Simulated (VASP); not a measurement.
# As (R-3m) in VASP: further runs

One crystal, As, is run at these levels: PBE, r2SCAN+rVV10; tasks: relaxation of cell and atoms.

All numbers are computed with VASP 6.6.1; they aren't measurements. Logs are shortened: lines on timing, memory, paths and dates and some standing lists are left out, and cuts for length are marked.

### Step 1. The crystal as given

The structure is trigonal, space group R-3m (No. 166). Conventional cell: a = 3.827 Å, b = 3.827 Å, c = 10.645 Å, α = 90.00°, β = 90.00°, γ = 120.00°. As (site symmetry 3m) has 3 As at 2.55 Å as nearest neighbours.

### Step 2. Relaxation of cell and atoms, PBE

The input, INCAR:

```
PREC     = Accurate       # precision mode
ENCUT    = 300            # plane-wave cutoff, eV
EDIFF    = 1E-7           # SCF threshold, eV
ISMEAR   = 1              # smearing method
SIGMA    = 0.1            # smearing width, eV
LREAL    = F              # projectors in reciprocal space
LASPH    = T              # aspherical terms in the spheres
NELM     = 80             # most SCF steps
ALGO     = Normal         # electronic algorithm
ISIF     = 3              # what is computed and relaxed
LWAVE    = F              # write WAVECAR
LCHARG   = F              # write CHGCAR
GGA      = PE             # functional
IBRION   = 2              # ionic algorithm
NSW      = 90             # ionic steps
EDIFFG   = -0.005         # ionic threshold
```

The input, KPOINTS:

```
regular mesh
0
Gamma
  6 6 6
```

The input, POSCAR:

```
As                                      
1.0
    1.9136601071      1.1048521779      3.5484380509
   -1.9136601071      1.1048521779      3.5484380509
   -0.0000000000     -2.2097043559      3.5484380509
  As            
     2
Direct
     0.7733322716913723    0.7733322716913723    0.7733322716913713
     0.2266677283086276    0.2266677283086276    0.2266677283086287
```

Potentials or basis: VASP PAW PBE potentials, release 64 (As).

Run with:

```bash
cat potpaw_PBE.64/As/POTCAR > POTCAR
mpirun -np 1 vasp_std > vasp.out
```

OUTCAR:

```text
PREC = Accurate
   ENCUT = 300
   EDIFF = 1E-7
   ISMEAR = 1
   LREAL = F
   LASPH = T
   NELM = 80
   ISIF = 3
   GGA = PE
   IBRION = 2
   NSW = 90
   EDIFFG = -0.005

 ion  position               nearest neighbor table
   1  0.773  0.773  0.773-   2 2.55   2 2.55   2 2.55
   2  0.227  0.227  0.227-   1 2.55   1 2.55   1 2.55

  LATTYP: Found a trigonal (rhomboedric) cell.
 ALAT       =     4.1802160161
 COS(alpha) =     0.5808570624

  Lattice vectors:

 A1 = (   1.9136601071,   1.1048521779,   3.5484380509)
 A2 = (  -1.9136601071,   1.1048521779,   3.5484380509)
 A3 = (   0.0000000000,  -2.2097043559,   3.5484380509)

Analysis of symmetry for initial positions (statically):
=====================================================================
 Subroutine PRICEL returns:
 Original cell was already a primitive cell.

 Routine SETGRP: Setting up the symmetry group for a
 trigonal (rhombohedral) supercell.

 Subroutine GETGRP returns: Found 12 space group operations
 (whereof 12 operations were pure point group operations)
 out of a pool of 12 trial point group operations.

The static configuration has the point symmetry D_3d.

Analysis of symmetry for dynamics (positions and initial velocities):
=====================================================================
 Subroutine PRICEL returns:
 Original cell was already a primitive cell.

 Routine SETGRP: Setting up the symmetry group for a
 trigonal (rhombohedral) supercell.

 Subroutine GETGRP returns: Found 12 space group operations
 (whereof 12 operations were pure point group operations)
 out of a pool of 12 trial point group operations.

The dynamic configuration has the point symmetry D_3d.

 Subroutine INISYM returns: Found 12 space group operations
 (whereof 12 operations are pure point group operations),
 and found     1 'primitive' translations

----------------------------------------------------------------------------------------

                                     Primitive cell

  volume of cell :      45.0150

  direct lattice vectors                    reciprocal lattice vectors
     1.913660107  1.104852178  3.548438051     0.261279419  0.150849743  0.093938045
    -1.913660107  1.104852178  3.548438051    -0.261279419  0.150849743  0.093938045
     0.000000000 -2.209704356  3.548438051     0.000000000 -0.301699485  0.093938045

  length of vectors
     4.180216016  4.180216016  4.180216016     0.315985657  0.315985657  0.315985657

  position of ions in fractional coordinates (direct lattice)
     0.773332272  0.773332272  0.773332272
     0.226667728  0.226667728  0.226667728

  ion indices of the primitive-cell ions
   primitive index   ion index
                 1           1
                 2           2

----------------------------------------------------------------------------------------

 KPOINTS: regular mesh

Automatic generation of k-mesh.
 Grid dimensions read from file:
 generate k-points for:    6    6    6

 Generating k-lattice:

  Cartesian coordinates                     Fractional coordinates (reciprocal lattice)
     0.043546570  0.025141624  0.015656341     0.166666667  0.000000000 -0.000000000
    -0.043546570  0.025141624  0.015656341     0.000000000  0.166666667 -0.000000000
     0.000000000 -0.050283248  0.015656341     0.000000000  0.000000000  0.166666667

  Length of vectors
     0.052664276  0.052664276  0.052664276

  Shift w.r.t. Gamma in fractional coordinates (k-lattice)
     0.000000000  0.000000000  0.000000000

 Subroutine IBZKPT returns following result:
 ===========================================

 Found     32 irreducible k-points:

 Following reciprocal coordinates:
            Coordinates               Weight
  0.000000  0.000000  0.000000      1.000000
  0.166667 -0.000000 -0.000000      6.000000
  0.333333 -0.000000  0.000000      6.000000
  0.500000  0.000000 -0.000000      3.000000
  0.166667  0.166667 -0.000000      6.000000
  0.333333  0.166667 -0.000000     12.000000
[... 16 lines left out ...]
  0.500000  0.500000  0.166667      6.000000
 -0.333333  0.500000  0.166667     12.000000
 [... further k-points ...]
   k-points           NKPTS =     32   k-points in BZ     NKDIM =     32   number of bands    NBANDS=      9
   number of dos      NEDOS =    301   number of ions     NIONS =      2
   total plane-waves  NPLWV =  13824
   dimension x,y,z NGX =    24 NGY =   24 NGZ =   24
   dimension x,y,z NGXF=    48 NGYF=   48 NGZF=   48
   ions per type =               2
   NGX,Y,Z   is equivalent  to a cutoff of   9.54,  9.54,  9.54 a.u.
   NGXF,Y,Z  is equivalent  to a cutoff of  19.09, 19.09, 19.09 a.u.
 SYSTEM =  unknown system
   PREC   = accura    normal or accurate (medium, high low for compatibility)
   ISTART =      0    job   : 0-new  1-cont  2-samecut
   ICHARG =      2    charge: 1-file 2-atom 10-const
   ISPIN  =      1    spin polarized calculation?
   LNONCOLLINEAR =      F non collinear calculations
   LSORBIT =      F    spin-orbit coupling
   LASPH  =      T    aspherical Exc in radial PAW
   ENCUT  =  300.0 eV  22.05 Ry    4.70 a.u.   5.90  5.90  5.90*2*pi/ulx,y,z
   NELM   =     80;   NELMIN=  2; NELMDL= -5     # of ELM steps
   EDIFF  = 0.1E-06   stopping-criterion for ELM
   LREAL  =      F    real-space projection
   EDIFFG = -.5E-02   stopping-criterion for IOM
   NSW    =     90    number of steps for IOM
   IBRION =      2    ionic relax: 0-MD 1-quasi-New 2-CG
   NFREE  =      1    steps in history (QN), initial steepest desc. (CG)
   ISIF   =      3    stress and relaxation
   ISYM   =      2    0-nonsym 1-usesym 2-fastsym
   POTIM  = 0.5000    time-step for ionic-motion
   TEBEG  =    0.0;   TEEND  =   0.0 temperature during run
   PSTRESS=    0.0 pullay stress
   NELECT =      10.0000    total number of electrons
   NUPDOWN=      -1.0000    fix difference up-down
   EMIN   =  10.00;   EMAX   =-10.00  energy-range for DOS
   EFERMI =   0.00;   METHOD = LEGACY
   ISMEAR =     1;   SIGMA  =   0.10  broadening in eV -4-tet -1-fermi 0-gaus
   EFERMI_NEDOS =   21; number of points for ismear=-14 and -15
   IALGO  =     38    algorithm
   IMIX   =      4    mixing-type and parameters
     AMIX     =   0.40;   BMIX     =  1.00
     AMIX_MAG =   1.60;   BMIX_MAG =  1.00
  volume/ion in A,a.u.               =      22.51       151.89
  Fermi-wavevector in a.u.,A,eV,Ry     =   0.991492  1.873647 13.375282  0.983055
  Thomas-Fermi vector in A             =   2.123237
   LORBIT       =      0    0 simple, 1 ext, 2 COOP (PROOUT), +10 PAW based schemes
   GGA     = PE    functional components
   LHFCALC =     F    Hartree Fock is set to
   AEXX    =    0.0000 exact exchange contribution
   IVDW    =     0    specifies the selected vdW correction
   LEPSILON=     F    determine dielectric tensor
   LRPA    =     F    only Hartree local field effects (RPA)
 conjugate gradient relaxation of ions
 non-spin polarized calculation
 Methfessel and Paxton  Order N= 1 SIGMA  =   0.10
  energy-cutoff  :      300.00
  volume of cell :       45.02
 maximum number of plane-waves:       546
   NGX = 11   NGY = 11   NGZ = 11

--------------------------------------- Ionic step        1  -------------------------------------------

 number of electron      10.0000000 magnetization

 number of electron       9.9999999 magnetization

 Free energy of the ion-electron system (eV)
  ---------------------------------------------------
  ext. energy  EPLUGINS =         0.00000000
  ---------------------------------------------------
  free energy    TOTEN  =        -9.38021589 eV

  energy without entropy =       -9.37945274  energy(sigma->0) =       -9.37996150

------------------------ aborting loop because EDIFF is reached ----------------------------------------

  FORCE on cell =-STRESS in cart. coord.  units (eV):
  Direction    XX          YY          ZZ          XY          YZ          ZX
  --------------------------------------------------------------------------------------
  -------------------------------------------------------------------------------------
  Total       -0.0133743     -0.0133743     -0.0025403      0.0000000      0.0000000      0.0000000
  in kB       -0.4760200     -0.4760200     -0.0904151      0.0000000      0.0000000      0.0000000
  external PRESSURE =      -0.3474850 kB  Pullay stress =       0.0000000 kB
[... 57 lines left out ...]
  energy  without entropy=       -9.3794562414  energy(sigma->0) =       -9.37996583

--------------------------------------- Ionic step        3  -------------------------------------------

 number of electron       9.9999999 magnetization

 Free energy of the ion-electron system (eV)
  ---------------------------------------------------
  ext. energy  EPLUGINS =         0.00000000
  ---------------------------------------------------
  free energy    TOTEN  =        -9.38022136 eV

  energy without entropy =       -9.37945728  energy(sigma->0) =       -9.37996666

 E-fermi :   4.8971     XC(G=0):  -9.7831

 val. band max:        4.6674866360   @ k =   0.5000   0.0000  -0.0000
 cond. band min:       4.8973139121   @ k =   0.3333   0.1667   0.1667
 fundamental gap:      0.2298272760
 Fermi energy:         4.8971499965

 k-point     1 :       0.0000    0.0000    0.0000
  band No.  band energies     occupation
      1      -9.6678      2.00000
      2      -1.0335      2.00000
      3       2.6546      2.00000
      4       3.0340      2.00000
      5       3.0340      2.00000
      6       6.6392     -0.00000
      7       7.8260      0.00000
      8       7.8260      0.00000
      9      11.8166      0.00000
[... 265 lines left out ...]
 k-point    24 :      -0.3333    0.5000    0.1667
  band No.  band energies     occupation
      1      -6.8429      2.00000
      2      -5.0856      2.00000
      3      -0.7828      2.00000
      4       0.1679      2.00000
      5       2.8793      2.00000
      6       7.1606      0.00000
      7       8.8383      0.00000
      8      11.1685      0.00000
      9      11.4716      0.00000

 [... further k-points ...]

------------------------ aborting loop because EDIFF is reached ----------------------------------------

  FORCE on cell =-STRESS in cart. coord.  units (eV):
  Direction    XX          YY          ZZ          XY          YZ          ZX
  --------------------------------------------------------------------------------------
  -------------------------------------------------------------------------------------
  Total        0.0017537      0.0017537      0.0074304      0.0000000     -0.0000000      0.0000000
  in kB        0.0624516      0.0624516      0.2646031      0.0000000     -0.0000000      0.0000000
  external PRESSURE =       0.1298354 kB  Pullay stress =       0.0000000 kB
[... 17 lines left out ...]
  FREE ENERGIE OF THE ION-ELECTRON SYSTEM (eV)
  ---------------------------------------------------
  free  energy   TOTEN  =        -9.3802213581 eV

  energy  without entropy=       -9.3794572773  energy(sigma->0) =       -9.37996666

 reached required accuracy - stopping structural energy minimisation
```

It took 7.9 s on 1 thread of AMD EPYC 9R45 (Zen 5), shared host; peak memory 0.1 GiB.

What came out:

| Item | Value |
| --- | --- |
| Free energy | -9.3802 eV |
| Relaxed volume | 22.50 Å³/atom |
| Relaxed cell | a = 4.180 Å, b = 4.180 Å, c = 4.180 Å, α = 54.48°, β = 54.48°, γ = 54.48° |
| Space group after relaxing (to 0.05 Å) | R-3m (No. 166) |
| Energy gained by relaxing | 0.0 meV/atom |
| Ionic steps | 3 |
| Pressure after relaxing | 0.0 GPa |
| Band gap on the k mesh | none (metal or under the smearing width) |

Final structure:
```
As
1.0
     1.91320    1.10459    3.54828
    -1.91320    1.10459    3.54828
     0.00000   -2.20917    3.54828
As
2
Direct
  0.77335 0.77335 0.77335
  0.22665 0.22665 0.22665
```

(Part 1 of 2 ends here.)
